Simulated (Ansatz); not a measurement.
Runs of Ansatz 0.2.0 on BaTiO3. Symmetry: P4mm, No. 99, tetragonal system. The conventional cell has a = 4.000 Å, b = 4.000 Å, c = 4.018 Å, α = 90.00°, β = 90.00°, γ = 90.00°. Ba (site symmetry 4mm) is surrounded by 12 O at 2.79 to 2.88 Å. Ti (site symmetry 4mm) has 6 O at 1.89 to 2.13 Å as nearest neighbours. O (site symmetry 2mm) is surrounded by 2 Ti at 2.00 Å. O (site symmetry 4mm) has 2 Ti at 1.89 to 2.13 Å as nearest neighbours. 

```csv
task,level,spin,U,k mesh,cutoff (eV),points for each segment of the path,hubbard projectors,double counting,gap on the mesh (eV),pressure (GPa),largest force (eV/Å)
band structure,PBEsol+U,off,Ti d U = 3 eV,7 × 7 × 7,420,14,ortho-atomic (the default),fll (the default),(b),-2.9,0.21
band structure,PBEsol+U,off,Ti d U = 8 eV,7 × 7 × 7,420,14,ortho-atomic (the default),fll (the default),(a),-0.8,0.38
band structure,PBE0,off,-,6 × 6 × 6,420,4,-,-,3.99,-,0.57
band structure,rPW86-PBE,off,-,7 × 7 × 7,420,14,-,-,1.94,7.8,0.23
```

Alike in all rows: potentials or basis Ansatz PAW; cell as given; smearing fermi-dirac 0.05 eV.

**Question.** Fill in the values left out.

**Answer.** (a) 3.00; (b) 2.22.

Caveats: spin-orbit coupling is left out, which moves the levels of the heavy elements; the PAW data sets come from PBE, with cores solved anew for the run's functional, which leaves a small shift of forces and pressure; the k mesh misses the band edges, so the gap on the mesh is wider than the one along the path (some runs); the potentials were made for another functional, which shifts forces and pressure (some runs).

A k mesh can miss the band edges, and the runs leave out spin-orbit coupling on Ba.

Not every run made on this cell is shown here.
